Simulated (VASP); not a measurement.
CrCuO2: equation of state with PBEsol

Crystal: CrCuO2.

```
Cu Cr O
1.0
     1.48670    0.85835    5.70000
    -1.48670    0.85835    5.70000
     0.00000   -1.71669    5.70000
Cu Cr O
1 1 2
Direct
  0.00000 0.00000 0.00000
  0.50000 0.50000 0.50000
  0.89208 0.89208 0.89208
  0.10792 0.10792 0.10792
```

```yaml
Program: VASP 6.6.1
Task: equation of state
Functional: PBEsol
Potentials_or_basis: VASP PAW PBE potentials, release 64 (Cu, Cr_pv, O)
Cutoff: 520 eV
k_mesh: 10 × 10 × 10
Occupations: fermi-dirac, width 0.05 eV
Spin: collinear spin, ferromagnetic start
Starting_moments: "[0.6, 3.0, 0.0, 0.0] μB"
```

* Equilibrium volume: 10.75 Å³/atom
* Bulk modulus at fixed shape and positions: 192 GPa
* Pressure derivative of the bulk modulus: 4.6

Energy against volume, from the lowest point:
| volume (Å³/atom) | energy (meV/atom) |
| --- | --- |
| 10.256 | 14.73 |
| 10.474 | 4.30 |
| 10.692 | 0.00 |
| 10.911 | 1.18 |
| 11.129 | 7.26 |
| 11.347 | 17.73 |
| 11.565 | 32.08 |

All runs of the series together: 100 min on 1 thread of Intel(R) Xeon(R) Platinum 8488C (Sapphire Rapids), on a shared host.

Caveat: the cell was scaled at fixed shape and fractional positions, which overstates the stiffness of a crystal with free parameters, most of all of layers and chains; the PAW data sets were made with another functional, which shifts forces and pressure a little.
